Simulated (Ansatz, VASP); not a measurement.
# GaN: VASP beside Ansatz

Contents of INCAR:

```
PREC = Accurate
ENCUT = 520
EDIFF = 1E-6
ISMEAR = -1
SIGMA = 0.05
LREAL = F
LASPH = T
NELM = 60
ALGO = Normal
ISIF = 2
LWAVE = F
LCHARG = F
METAGGA = R2SCAN
LMIXTAU = T
```

File KPOINTS:

```
Automatic mesh
0
Gamma
  10 10 10
```

POSCAR

```
GaN
1.0
    0.0000000000      2.2074978911      2.2074978911
    2.2074978911      0.0000000000      2.2074978911
    2.2074978911      2.2074978911      0.0000000000
Ga N
1 1
Direct
    0.0000000000      0.0000000000      0.0000000000
    0.2500000000      0.2500000000      0.2500000000
```

Contents of input.yaml:

```yaml
crystal:
  lattice:
    - [0.0, 2.2074978911, 2.2074978911]
    - [2.2074978911, 0.0, 2.2074978911]
    - [2.2074978911, 2.2074978911, 0.0]
  atoms:
    - { symbol: Ga, position: [0.0, 0.0, 0.0] }
    - { symbol: "N", position: [0.25, 0.25, 0.25] }
hamiltonian:
  xc: r2scan
  pseudopotentials: { kind: paw }
kpoints:
  mp_grid: { grid: [10, 10, 10] }
scf:
  occupations: { method: fermi_dirac, width: 0.05 }
output:
  forces: true
  stress: true
  eigenvalues: true
```

Change from the starting cell: volume scaled by 0.94.

Alike in both runs: task single point; functional r2SCAN; k mesh 10 × 10 × 10; occupations fermi-dirac, width 0.05 eV; no spin polarisation.

|  | VASP | Ansatz |
| --- | --- | --- |
| version | VASP 6.6.1 | Ansatz 0.2.0 |
| potentials or method | VASP PAW PBE potentials, release 64 (Ga_d, N) | Ansatz PAW |
| plane-wave cutoff (eV) | 520 | 500 |
| valence electrons in the cell | 18 | 18 |

|  | VASP | Ansatz | Ansatz less VASP |
| --- | --- | --- | --- |
| gap on the k mesh at the Fermi level (eV) | 2.53 | 2.54 | +0.012 |
| least direct gap on the mesh (eV) | 2.53 | 2.54 | +0.012 |
| pressure (GPa) | 13.6 | 12.4 | -1.26 |

The functional is the same, so the differences come from potentials, cutoffs and numerics.

Caveats: the PAW data sets were made with another functional, which shifts forces and pressure a little (VASP); the PAW data sets come from PBE, with cores solved anew for the run's functional, which leaves a small shift of forces and pressure (Ansatz).
